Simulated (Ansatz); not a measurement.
Runs of Ansatz 0.2.0 on Sn. Symmetry: Im-3m, No. 229, cubic system. Conventional cell: a = 3.789 Å, b = 3.789 Å, c = 3.789 Å, α = 90.00°, β = 90.00°, γ = 90.00°. Sn (site symmetry m-3m) is surrounded by 8 Sn at 3.28 Å. This isn't the form of Sn at room conditions, which is tetragonal (white tin).

| task | level | cell | cutoff (eV) | points for each segment of the path | gap on the mesh (eV) | pressure (GPa) | relaxed volume (Å³/atom) |
| --- | --- | --- | --- | --- | --- | --- | --- |
| relaxation of cell and atoms | B3LYP | relaxed | 420 | - | none | 0.0 | 31.86 |
| relaxation of cell and atoms | HSE06 | relaxed | 420 | - | none | 0.0 | (b) |
| single point | r2SCAN0 | as given | 500 | - | none | 2.0 | - |
| band structure | HSEsol | as given | 420 | 4 | none | 0.5 | - |
| single point | r2SCANh | as given | 500 | - | none | (a) | - |

Alike in all rows: potentials or basis Ansatz PAW; no spin polarisation; k mesh 5 × 5 × 5; smearing fermi-dirac 0.05 eV; the mesh is coarse, so values aren't converged.

**Question.** Fill in the values left out.

**Answer.** (a) 2.5; (b) 29.62.

Caveats: all runs use coarse meshes; the PAW data sets come from PBE, with cores solved anew for the run's functional, which leaves a small shift of forces and pressure; the thresholds are loose for stress (some runs); the plane-wave basis is chosen anew once the cell has moved, so the energies of steps on either side of that aren't comparable (some runs); the volume moved by over 15 % at a fixed basis, so the end points are rough (some runs); spin-orbit coupling is left out, which moves the levels of the heavy elements (some runs).

A k mesh can miss the band edges, and the runs leave out spin-orbit coupling on Sn.

A gap of «none» marks a metal or a gap under the smearing width.
